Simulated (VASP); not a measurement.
# C (Fmmm) in VASP: notebook

Runs on C. Level: r2SCAN. Tasks: single point.

All numbers are computed with VASP 6.6.1; they aren't measurements. Logs are shortened: lines on timing, memory, paths and dates and some standing lists are left out, and cuts for length are marked.

## Step 1: The cell of the first run

It takes space group Fmmm (No. 69, orthorhombic). Conventional cell: a = 2.382 Å, b = 4.126 Å, c = 6.696 Å, α = 90.00°, β = 90.00°, γ = 90.00°. C (site symmetry m2m) is surrounded by 3 C at 1.38 Å.

This isn't the form of C at room conditions, which is graphite.

## Step 2: Single point, r2SCAN (strain -0.030 along x and y, +0.000 along z, atoms carried along)

The input, POSCAR:

```
C
1.0
    0.0000000000      2.0631900000      3.3480000000
    1.1911600000      0.0000000000      3.3480000000
    1.1911600000      2.0631900000      0.0000000000
C
2
Direct
    0.1666700000      0.8333300000      0.1666700000
    0.8333300000      0.1666700000      0.8333300000
```

The input, INCAR.step1:

```
SYSTEM = C
PREC     = Accurate       ! precision mode
ENCUT    = 520            ! plane-wave cutoff, eV
ISMEAR   = 0              ! smearing method
SIGMA    = 0.05           ! smearing width, eV
LREAL    = .False.        ! projectors in reciprocal space
LASPH    = .True.         ! aspherical terms in the spheres
NELM     = 100            ! most SCF steps
NBANDS   = 11             ! bands
GGA      = PE             ! functional
ALGO     = Normal         ! electronic algorithm
EDIFF    = 1E-4           ! SCF threshold, eV
LWAVE    = .True.         ! write WAVECAR
LCHARG   = .False.        ! write CHGCAR
```

The input, INCAR.step2:

```
SYSTEM = C
PREC     = Accurate       ! precision mode
ENCUT    = 520            ! plane-wave cutoff, eV
EDIFF    = 1E-6           ! SCF threshold, eV
ISMEAR   = 0              ! smearing method
SIGMA    = 0.05           ! smearing width, eV
LREAL    = .False.        ! projectors in reciprocal space
LASPH    = .True.         ! aspherical terms in the spheres
NELM     = 100            ! most SCF steps
ALGO     = Normal         ! electronic algorithm
ISIF     = 2              ! what is computed and relaxed
LWAVE    = .False.        ! write WAVECAR
LCHARG   = .False.        ! write CHGCAR
METAGGA  = R2SCAN         ! meta-GGA
LMIXTAU  = .True.       
NBANDS   = 11             ! bands
ISTART   = 1
```

The input, KPOINTS:

```
regular mesh
0
Gamma
  14 14 14
  0 0 0
```

Potentials or basis: VASP PAW PBE potentials, release 64 (C).

Started as:

```bash
> cat potpaw_PBE.64/C/POTCAR > POTCAR
> cp INCAR.step1 INCAR
> mpirun -np 1 vasp_std > vasp.out
> cp INCAR.step2 INCAR
> mpirun -np 1 vasp_std > vasp.out
```

OUTCAR:

```text
SYSTEM = C
   PREC = Accurate
   ENCUT = 520
   EDIFF = 1E-6
   ISMEAR = 0
   LREAL = .False.
   LASPH = .True.
   NELM = 100
   ISIF = 2
   METAGGA = R2SCAN
   ISTART = 1

 ion  position               nearest neighbor table
   1  0.167  0.833  0.167-   2 1.38   2 1.38   2 1.38
   2  0.833  0.167  0.833-   1 1.38   1 1.38   1 1.38

  LATTYP: Found a face centered orthorhombic cell.
 ALAT       =     2.3823200000
 B/A-ratio  =     1.7320846906
 C/A-ratio  =     2.8107055307

  Lattice vectors:

 A1 = (   0.0000000000,   2.0631900000,   3.3480000000)
 A2 = (   1.1911600000,   0.0000000000,   3.3480000000)
 A3 = (   1.1911600000,   2.0631900000,   0.0000000000)

Analysis of symmetry for initial positions (statically):
=====================================================================
 Subroutine PRICEL returns:
 Original cell was already a primitive cell.

 Routine SETGRP: Setting up the symmetry group for a
 face centered orthorhombic supercell.

 Subroutine GETGRP returns: Found  8 space group operations
 (whereof  8 operations were pure point group operations)
 out of a pool of  8 trial point group operations.

The static configuration has the point symmetry D_2h.

Analysis of symmetry for dynamics (positions and initial velocities):
=====================================================================
 Subroutine PRICEL returns:
 Original cell was already a primitive cell.

 Routine SETGRP: Setting up the symmetry group for a
 face centered orthorhombic supercell.

 Subroutine GETGRP returns: Found  8 space group operations
 (whereof  8 operations were pure point group operations)
 out of a pool of  8 trial point group operations.

The dynamic configuration has the point symmetry D_2h.

 Subroutine INISYM returns: Found  8 space group operations
 (whereof  8 operations are pure point group operations),
 and found     1 'primitive' translations

----------------------------------------------------------------------------------------

                                     Primitive cell

  volume of cell :      16.4560

  direct lattice vectors                    reciprocal lattice vectors
     0.000000000  2.063190000  3.348000000    -0.419758890  0.242343168  0.149342891
     1.191160000  0.000000000  3.348000000     0.419758890 -0.242343168  0.149342891
     1.191160000  2.063190000  0.000000000     0.419758890  0.242343168 -0.149342891

  length of vectors
     3.932665378  3.553584971  2.382354953     0.507179491  0.507179491  0.507179491

  position of ions in fractional coordinates (direct lattice)
     0.166670000  0.833330000  0.166670000
     0.833330000  0.166670000  0.833330000

  ion indices of the primitive-cell ions
   primitive index   ion index
                 1           1
                 2           2

----------------------------------------------------------------------------------------

 KPOINTS: regular mesh

Automatic generation of k-mesh.
 Grid dimensions read from file:
 generate k-points for:   14   14   14

 Generating k-lattice:

  Cartesian coordinates                     Fractional coordinates (reciprocal lattice)
    -0.029982778  0.017310226  0.010667349     0.071428571  0.000000000  0.000000000
     0.029982778 -0.017310226  0.010667349     0.000000000  0.071428571  0.000000000
     0.029982778  0.017310226 -0.010667349     0.000000000  0.000000000  0.071428571

  Length of vectors
     0.036227107  0.036227107  0.036227107

  Shift w.r.t. Gamma in fractional coordinates (k-lattice)
     0.000000000  0.000000000  0.000000000

 Subroutine IBZKPT returns following result:
 ===========================================

 Found    428 irreducible k-points:

 Following reciprocal coordinates:
            Coordinates               Weight
  0.000000  0.000000  0.000000      1.000000
  0.071429  0.000000 -0.000000      8.000000
  0.142857  0.000000 -0.000000      8.000000
  0.214286  0.000000  0.000000      8.000000
  0.285714  0.000000 -0.000000      8.000000
  0.357143  0.000000  0.000000      8.000000
[... 16 lines left out ...]
[... 50 lines left out ...]
      8      16.9109      0.00000
      9      21.8238      0.00000
     10      29.2058      0.00000
     11      32.2186      0.00000

 k-point     4 :       0.2143    0.0000    0.0000
  band No.  band energies     occupation
      1     -15.2257      2.00000
      2      -1.7254      2.00000
      3      -1.2763      2.00000
      4       0.2033      2.00000
      5      11.3529      0.00000
      6      14.7174      0.00000
      7      14.8012      0.00000
      8      19.2506      0.00000
      9      22.9684      0.00000
     10      27.0009      0.00000
     11      31.6132      0.00000

 k-point     5 :       0.2857    0.0000   -0.0000
  band No.  band energies     occupation
      1     -14.2698      2.00000
      2      -3.8289      2.00000
      3      -0.6195      2.00000
      4      -0.3750      2.00000
      5      12.1892      0.00000
      6      12.9880      0.00000
      7      14.6079      0.00000
      8      22.0192      0.00000
      9      23.9273      0.00000
     10      25.6008      0.00000
     11      30.3780      0.00000
[... 211 lines left out ...]
 k-point    21 :      -0.0714    0.0714   -0.0000
  band No.  band energies     occupation
      1     -15.9295      2.00000
      2      -1.8081      2.00000
      3       0.1866      2.00000
      4       1.0895      2.00000
      5       9.9950      0.00000
      6      14.8726      0.00000
      7      16.8393      0.00000
      8      16.8958      0.00000
      9      21.8406      0.00000
     10      29.1855      0.00000
     11      32.2813      0.00000

 k-point    22 :       0.1429    0.1429    0.0000
  band No.  band energies     occupation
      1     -16.4214      2.00000
      2      -2.8777      2.00000
      3       2.1245      2.00000
      4       2.1393      2.00000
      5      10.3496      0.00000
      6      14.6342      0.00000
      7      14.6769      0.00000
      8      18.9974      0.00000
      9      20.8499      0.00000
     10      30.4870      0.00000
     11      31.4073      0.00000

 k-point    23 :       0.2143    0.1429    0.0000
  band No.  band energies     occupation
      1     -16.2593      2.00000
      2      -2.9197      2.00000
      3       1.5914      2.00000
      4       1.8282      2.00000
      5      11.0222      0.00000
      6      14.7557      0.00000
      7      15.2504      0.00000
      8      18.4586      0.00000
      9      21.0511      0.00000
     10      30.4009      0.00000
     11      30.8672      0.00000

 k-point    24 :       0.2857    0.1429   -0.0000
  band No.  band energies     occupation
      1     -15.8244      2.00000
      2      -2.6496      2.00000
      3       0.1658      2.00000
      4       1.0894      2.00000
      5      12.0660      0.00000
      6      14.8646      0.00000
      7      16.8644      0.00000
      8      17.0323      0.00000
      9      21.7090      0.00000
     10      28.8930      0.00000
     11      31.6755      0.00000

 [... further k-points ...]

------------------------ aborting loop because EDIFF is reached ----------------------------------------

  FORCE on cell =-STRESS in cart. coord.  units (eV):
  Direction    XX          YY          ZZ          XY          YZ          ZX
  --------------------------------------------------------------------------------------
  -------------------------------------------------------------------------------------
  Total        4.6743585      4.6742459      0.1748111      0.0000000      0.0000000      0.0000000
  in kB      455.1010429    455.0900749     17.0198109      0.0000000      0.0000000      0.0000000
  external PRESSURE =     309.0703096 kB  Pullay stress =       0.0000000 kB

 VOLUME and BASIS-vectors are now :
 -----------------------------------------------------------------------------
  energy-cutoff  :      520.00
  volume of cell :       16.46
      direct lattice vectors                 reciprocal lattice vectors
     0.000000000  2.063190000  3.348000000    -0.419758890  0.242343168  0.149342891
     1.191160000  0.000000000  3.348000000     0.419758890 -0.242343168  0.149342891
     1.191160000  2.063190000  0.000000000     0.419758890  0.242343168 -0.149342891

 POSITION                                       TOTAL-FORCE (eV/Angst)
 -----------------------------------------------------------------------------------
      1.19116      0.68774      3.34800         0.000000      0.025672      0.000000
      1.19116      3.43864      3.34800         0.000000     -0.025672      0.000000
 -----------------------------------------------------------------------------------
    total drift:                               -0.000000     -0.000000     -0.000000

  FREE ENERGIE OF THE ION-ELECTRON SYSTEM (eV)
  ---------------------------------------------------
  free  energy   TOTEN  =       -19.7260794717 eV

  energy  without entropy=      -19.7260794717  energy(sigma->0) =      -19.72607947
```

It took 3 min on 1 thread of Intel Xeon 6975P-C (Granite Rapids), shared host; peak memory 0.18 GiB.

Results:

- Free energy: -19.7261 eV
- Pressure: 30.9 GPa
- Largest force: 0.026 eV/Å
- Band gap on the k mesh: 0.51 eV, indirect (least direct gap 0.62 eV)

Forces on the atoms (eV/Å):
```
C    0.000  0.026  0.000
C    0.000 -0.026  0.000
```

Levels at points of the mesh, in eV from the valence-band top:
| k point | band 1 | band 2 | band 3 | band 4 | band 5 | band 6 | band 7 | band 8 |
| --- | --- | --- | --- | --- | --- | --- | --- | --- |
| (0.00, 0.00, 0.00) | -21.79 | -7.76 | -3.19 | -3.17 | 4.03 | 9.31 | 9.38 | 13.65 |
| (0.50, 0.00, 0.00) | -15.67 | -14.73 | -7.12 | -2.76 | 1.76 | 8.70 | 13.48 | 14.45 |
| (0.50, 0.50, 0.00) | -21.50 | -9.73 | -3.20 | -3.18 | 9.28 | 9.34 | 10.81 | 13.80 |
| (0.50, 0.00, 0.50) | -15.78 | -14.82 | -7.09 | -1.98 | 2.70 | 8.92 | 11.86 | 11.98 |
| (0.00, 0.50, 0.50) | -15.56 | -14.65 | -7.14 | -3.44 | 0.99 | 8.50 | 15.09 | 18.60 |

Caveat: so large a pressure means that the cell lies far from this level's equilibrium, or that cutoff or potentials fall short; the potentials were made for another functional, which shifts forces and pressure. A k mesh can miss the band edges.

## Step 3: Single point, r2SCAN (strain +0.000 along x and y, -0.030 along z, atoms carried along)

The input, POSCAR:

```
C
1.0
    0.0000000000      2.1270000000      3.2475600000
    1.2280000000      0.0000000000      3.2475600000
    1.2280000000      2.1270000000      0.0000000000
C
2
Direct
    0.1666700000      0.8333300000      0.1666700000
    0.8333300000      0.1666700000      0.8333300000
```

The input, INCAR.step1:

```
SYSTEM = C
  PREC = Accurate
  ENCUT = 520
  ISMEAR = 0
  SIGMA = 0.05
  LREAL = .False.
  LASPH = .True.
  NELM = 100
  NBANDS = 11
  GGA = PE
  ALGO = Normal
  EDIFF = 1E-4
  LWAVE = .True.
  LCHARG = .False.
```

The input, INCAR.step2:

```
SYSTEM = C
  PREC = Accurate
  ENCUT = 520
  EDIFF = 1E-6
  ISMEAR = 0
  SIGMA = 0.05
  LREAL = .False.
  LASPH = .True.
  NELM = 100
  ALGO = Normal
  ISIF = 2
  LWAVE = .False.
  LCHARG = .False.
  METAGGA = R2SCAN
  LMIXTAU = .True.
  NBANDS = 11
  ISTART = 1
```

KPOINTS is that of step 2.

Potentials or basis: VASP PAW PBE potentials, release 64 (C).

Started as:

```bash
> cat potpaw_PBE.64/C/POTCAR > POTCAR
> cp INCAR.step1 INCAR
> mpirun -np 1 vasp_std > vasp.out
> cp INCAR.step2 INCAR
> mpirun -np 1 vasp_std > vasp.out
```

It took 3 min on 1 thread of Intel Xeon 6975P-C (Granite Rapids), shared host; peak memory 0.18 GiB.

Results (log left out):

```yaml
Free_energy: -19.8593 eV
Pressure: 1.6 GPa
Largest_force: 0.036 eV/Å
Band_gap_on_the_k_mesh: 0.22 eV, indirect (least direct gap 0.29 eV)
```

Forces in eV/Å, atoms in the order of the input:
```
C    0.000  0.036  0.000
C    0.000 -0.036  0.000
```

Stress tensor (GPa, compression positive):
```
0.58 0.00 0.00
0.00 0.51 0.00
0.00 0.00 3.67
```

Levels at points of the mesh, in eV from the valence-band top:
| k point | band 1 | band 2 | band 3 | band 4 | band 5 | band 6 | band 7 | band 8 | band 9 |
| --- | --- | --- | --- | --- | --- | --- | --- | --- | --- |
| (0.00, 0.00, 0.00) | -21.28 | -7.09 | -3.47 | -3.43 | 4.51 | 8.45 | 8.55 | 12.15 | 13.09 |
| (0.50, 0.00, 0.00) | -15.57 | -14.34 | -7.07 | -2.80 | 1.49 | 7.50 | 13.16 | 14.52 | 20.31 |
| (0.50, 0.50, 0.00) | -20.90 | -9.46 | -3.48 | -3.45 | 8.41 | 8.50 | 11.79 | 12.35 | 12.90 |
| (0.50, 0.00, 0.50) | -15.71 | -14.45 | -7.03 | -1.82 | 2.53 | 7.78 | 11.69 | 11.82 | 18.98 |
| (0.00, 0.50, 0.50) | -15.41 | -14.22 | -7.11 | -3.64 | 0.63 | 7.25 | 14.64 | 19.04 | 20.97 |

Caveat: the PAW data sets were made with another functional, which shifts forces and pressure a little. A k mesh can miss the band edges.

## Step 4: Single point, r2SCAN (strain -0.015 along x and y, +0.000 along z, atoms carried along)

The input, POSCAR:

```
C
1.0
    0.0000000000      2.0950950000      3.3480000000
    1.2095800000      0.0000000000      3.3480000000
    1.2095800000      2.0950950000      0.0000000000
C
2
Direct
    0.1666700000      0.8333300000      0.1666700000
    0.8333300000      0.1666700000      0.8333300000
```

The input, INCAR.step1:

```
PREC = Accurate
ENCUT = 520
ISMEAR = 0
SIGMA = 0.05
LREAL = False
LASPH = True
NELM = 100
NBANDS = 11
GGA = PE
ALGO = Normal
EDIFF = 1E-4
LWAVE = True
LCHARG = False
```

The input, INCAR.step2:

```
PREC = Accurate
ENCUT = 520
EDIFF = 1E-7
ISMEAR = 0
SIGMA = 0.05
LREAL = False
LASPH = True
NELM = 100
ALGO = Normal
ISIF = 2
LWAVE = False
LCHARG = True
METAGGA = R2SCAN
LMIXTAU = True
LELF = True
LVHAR = True
NBANDS = 11
ISTART = 1
```

The input, KPOINTS:

```
Automatic mesh
0
Gamma
  14 14 14
```

Started as:

```bash
> cat potpaw_PBE.64/C/POTCAR > POTCAR
> cp INCAR.step1 INCAR
> mpirun -np 1 vasp_std > vasp.out
> cp INCAR.step2 INCAR
> mpirun -np 1 vasp_std > vasp.out
```

Run time: 4.7 min. Hardware: 1 thread of Intel Xeon 6975P-C (Granite Rapids), shared host; peak memory 0.18 GiB.

The run converged. Its results:

| Quantity | Value |
| --- | --- |
| Free energy | -19.8330 eV |
| Pressure | 15.0 GPa |
| Largest force | 0.027 eV/Å |
| Band gap on the k mesh | 0.44 eV, indirect (least direct gap 0.54 eV) |

Forces in eV/Å, atoms in the order of the input:
```
C    0.000  0.027  0.000
C    0.000 -0.027  0.000
```

Stress tensor (GPa, compression positive):
```
21.55  0.00  0.00
 0.00 21.54  0.00
 0.00  0.00  1.84
```

Levels at points of the mesh, in eV from the valence-band top:
```
           k point  band 2  band 3  band 4  band 5  band 6  band 7
(0.00, 0.00, 0.00)   -7.44   -3.26   -3.24    4.19    8.95    9.02
(0.50, 0.00, 0.00)  -14.46   -7.02   -2.71    1.70    8.17   13.27
(0.50, 0.50, 0.00)   -9.44   -3.27   -3.25    8.92    8.98   10.95
(0.50, 0.00, 0.50)  -14.54   -7.00   -1.90    2.63    8.38   11.74
(0.00, 0.50, 0.50)  -14.37   -7.05   -3.40    0.94    7.97   14.78
```

Caveat: the PAW data sets were made with another functional, which shifts forces and pressure a little.

## Step 5: Single point, r2SCAN (strain -0.015 along x and y, +0.030 along z, atoms carried along)

The input, POSCAR:

```
C
1.0
    0.0000000000      2.0950950000      3.4484400000
    1.2095800000      0.0000000000      3.4484400000
    1.2095800000      2.0950950000      0.0000000000
C
2
Direct
    0.1666700000      0.8333300000      0.1666700000
    0.8333300000      0.1666700000      0.8333300000
```

The input, INCAR.step1:

```
ALGO = Normal ; EDIFF = 1E-4
ENCUT = 520 ; GGA = PE
ISMEAR = 0 ; LASPH = T
LCHARG = F ; LREAL = F
LWAVE = T ; NBANDS = 11
NELM = 100 ; PREC = Accurate
SIGMA = 0.05
```

The input, INCAR.step2:

```
ALGO = Normal ; EDIFF = 1E-7
ENCUT = 520 ; ISIF = 2
ISMEAR = 0 ; ISTART = 1
LASPH = T ; LCHARG = F
LMIXTAU = T ; LREAL = F
LWAVE = F ; METAGGA = R2SCAN
NBANDS = 11 ; NELM = 100
PREC = Accurate ; SIGMA = 0.05
```

The input, KPOINTS:

```
k-points
0
Gamma
  14 14 14
```

Started as:

```bash
> cat potpaw_PBE.64/C/POTCAR > POTCAR
> cp INCAR.step1 INCAR
> mpirun -np 1 vasp_std > vasp.out
> cp INCAR.step2 INCAR
> mpirun -np 1 vasp_std > vasp.out
```

Wall time 4.8 min (1 thread of Intel Xeon 6975P-C (Granite Rapids), shared host); peak memory 0.18 GiB.

Results (log left out):

- Free energy: -19.8372 eV
- Pressure: 14.3 GPa
- Largest force: 0.021 eV/Å
- Band gap on the k mesh: 0.57 eV, indirect (least direct gap 0.69 eV)

Forces in eV/Å, atoms in the order of the input:
```
C    0.000  0.021  0.000
C    0.000 -0.021  0.000
```

Stress tensor (GPa, compression positive):
```
21.05  0.00  0.00
 0.00 21.06  0.00
 0.00  0.00  0.67
```

Levels at points of the mesh, in eV from the valence-band top:
| k point | band 2 | band 3 | band 4 | band 5 | band 6 | band 7 |
| --- | --- | --- | --- | --- | --- | --- |
| (0.00, 0.00, 0.00) | -7.48 | -3.14 | -3.12 | 4.05 | 9.07 | 9.13 |
| (0.50, 0.00, 0.00) | -14.34 | -6.91 | -2.58 | 1.84 | 8.29 | 13.16 |
| (0.50, 0.50, 0.00) | -9.20 | -3.15 | -3.13 | 9.05 | 9.10 | 10.30 |
| (0.50, 0.00, 0.50) | -14.40 | -6.88 | -1.91 | 2.64 | 8.47 | 11.69 |
| (0.00, 0.50, 0.50) | -14.27 | -6.93 | -3.17 | 1.16 | 8.13 | 14.64 |

Caveat: the PAW data sets were made with another functional, which shifts forces and pressure a little.

## Step 6: Overview

| cell | gap on the mesh (eV) | pressure (GPa) | largest force (eV/Å) |
| --- | --- | --- | --- |
| strain -0.030 along x and y, +0.000 along z, atoms carried along | 0.51 | 30.9 | 0.03 |
| strain +0.000 along x and y, -0.030 along z, atoms carried along | 0.22 | 1.6 | 0.04 |
| strain -0.015 along x and y, +0.000 along z, atoms carried along | 0.44 | 15.0 | 0.03 |
| strain -0.015 along x and y, +0.030 along z, atoms carried along | 0.57 | 14.3 | 0.02 |

Alike in all rows: task single point; level r2SCAN; potentials or basis VASP PAW PBE potentials, release 64 (C); no spin polarisation; k mesh 14 × 14 × 14; cutoff (eV) 520; smearing gaussian 0.05 eV.

Caveats: the PAW data sets were made with another functional, which shifts forces and pressure a little (some runs); so large a pressure means that the cell lies far from this level's equilibrium, or that cutoff or potentials fall short (some runs); the potentials were made for another functional, which shifts forces and pressure (some runs).

Total energies depend on the potentials used, so only differences within one code and one set of settings carry meaning.
